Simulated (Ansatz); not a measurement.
A sound run on Gd (R-3m), U = 6 eV on Gd f (DFT, PBE+U, PAW with Ansatz's default frozen-core files, scalar-relativistic (Ansatz)):

```yaml
crystal:
  lattice:
    - [1.8248561918, 1.0535812136, 8.90239077]
    - [-1.8248561918, 1.0535812136, 8.90239077]
    - [0.0, -2.1071624271, 8.90239077]
  atoms:
    - { symbol: Gd, position: [0.0, 0.0, 0.0], spin: 7.0 }
    - { symbol: Gd, position: [0.2229111, 0.2229111, 0.2229111], spin: 7.0 }
    - { symbol: Gd, position: [0.7770889, 0.7770889, 0.7770889], spin: 7.0 }
magnetization:
  spin_polarized: true
kpoints:
  mp_grid: { grid: [11, 11, 11] }
scf:
  occupations: { method: fermi_dirac, width: 0.1 }
hamiltonian:
  xc: pbe
  pseudopotentials: { kind: paw }
  hubbard: { sites: [{ species: Gd, l: f, u_eff: 6 }] }
output:
  forces: true
  stress: true
  eigenvalues: true
  hubbard: { sites: [{ species: Gd, l: f }] }
  populations: true
  dos: { projected: true, de: 0.1, e_range: [-10, 8] }
```

It converged in 15 iterations. Site moments (μB): Gd1 7.50, Gd2 7.48, Gd3 7.48. Cell moment 23.37 μB. Pressure -0.32 GPa.

The input is then changed, output keys apart:

```diff
-  hubbard: { sites: [{ species: Gd, l: f, u_eff: 6 }] }
+  hubbard: { sites: [{ species: Gd, l: f, u_eff: 4.0 }], double_counting: fll }
```

**Question.** What does the program do with it?

**Answer.** The run converged. Free energy -27996.4296 eV against -27996.4003 eV (not comparable, since the functional, the files or the filling changed), cell moment 23.31 μB, pressure -0.45 GPa.
```
basis.fft_grid_basis auto: the FFT boxes are laid along the combinations [[1, -1, 0], [0, 1, 0], [0, -1, 1]] of the cell's own vectors, 3.650, 9.148 and 3.650 Å long. The dense box has 25×64×25 points. Along the cell's own vectors, as sized, it would have 64×64×64, 6.55 times as many. Of the 12 symmetry operations that the crystal satisfies within crystal.symmetry.tolerance (time reversal apart; o …
Gd: projections on atomic orbitals take those of the free atom [Kr 4d10] 4f7 5s2 5p6 5d1 6s2, of charge +0.00 (hamiltonian.pseudopotentials.projection_atoms); the dataset's partial waves leave at most 2.5e-4 of an orbital's norm unspanned inside its sphere
Engine: ansatz 0.2.0
Pseudopotentials: kind: paw
Pseudopotential: Gd, paw, valence charge 18, recommended cutoff 420 eV (normal), Gd.paw.azcp
Functional definition: PBE
  parameter kappa = 0.804
  parameter beta = 0.06672455060314922
  exchange = pbe_x(kappa = kappa, mu = beta*pi^2/3)
  correlation = pbe_c(beta = beta)
Crystal: 3 atoms, lattice volume = 102.696 Å³
Basis set: ecut = 420 eV, 2003 PW (Γ), FFT grids on a1−a2, a2, −a2+a3, exchange–correlation on 50×128×50 points (8 copies of the dense FFT grid, shifted against one another)
Bands: 45, of which v1, the nominal top of the filled ones, is band 27 counted from 1 (26 counted from 0)
[...]
--- Band table (eV; the first three rows and the last of 292) ---
  k-point 0 ↑: bands = ["-33.7891", "-33.7590", "-33.7213", "-11.3006", "-11.2958", "-10.9078", "-10.9078", "-10.8902", "-10.8902", "-10.8281", "-10.8212", "-10.8212", "4.4572", "4.4589", "4.4663", "4.5062", "4.5062", "4.5198", "4.5198", "4.5230", "4.5253", "4.5441", "4.5441", "4.5556", "4.5556", "4.5581", "4.5967", "4.5985", "4.6006", "4.6006", "4.6099", "4.6099", "4.6494", "6.7495", "8.7979", "8 …
  k-point 1 ↑: bands = ["-33.7856", "-33.7568", "-33.7190", "-11.3071", "-11.2770", "-10.9422", "-10.9215", "-10.9181", "-10.8998", "-10.8601", "-10.8339", "-10.8275", "4.4629", "4.4654", "4.4715", "4.5050", "4.5089", "4.5178", "4.5207", "4.5243", "4.5315", "4.5432", "4.5470", "4.5520", "4.5552", "4.5610", "4.5895", "4.5898", "4.5978", "4.6009", "4.6056", "4.6103", "4.6422", "6.9410", "8.9215", "9 …
  k-point 2 ↑: bands = ["-33.7760", "-33.7509", "-33.7128", "-11.3021", "-11.2608", "-11.0288", "-11.0048", "-10.9521", "-10.9452", "-10.9256", "-10.8518", "-10.8449", "4.4748", "4.4829", "4.4857", "4.5048", "4.5152", "4.5157", "4.5228", "4.5249", "4.5396", "4.5433", "4.5510", "4.5511", "4.5554", "4.5679", "4.5703", "4.5730", "4.5917", "4.5945", "4.6007", "4.6080", "4.6263", "7.4777", "9.2952", "9 …
  k-point 145 ↓: bands = ["-30.5600", "-30.5436", "-30.4851", "-9.0934", "-8.5980", "-8.5642", "-8.5019", "-8.4717", "-8.4201", "-8.4087", "-8.3823", "-8.3587", "8.5287", "8.6107", "10.5682", "12.9995", "13.2010", "13.3243", "13.4360", "13.5869", "13.7286", "13.7815", "13.7824", "13.7904", "13.7908", "13.8087", "13.8130", "13.8211", "13.8545", "13.8684", "13.8718", "13.8976", "13.9712", "13.9831", …
Occupation matrices written to <dir>
--- Löwdin populations: 3 sites ---
  site symbol       q [e]    m [muB]
     0     Gd     17.9424     7.7611
     1     Gd     17.9573     7.7412
     2     Gd     17.9573     7.7412
  spilling = 0.002648 (of n_electrons = 54.000000)
```
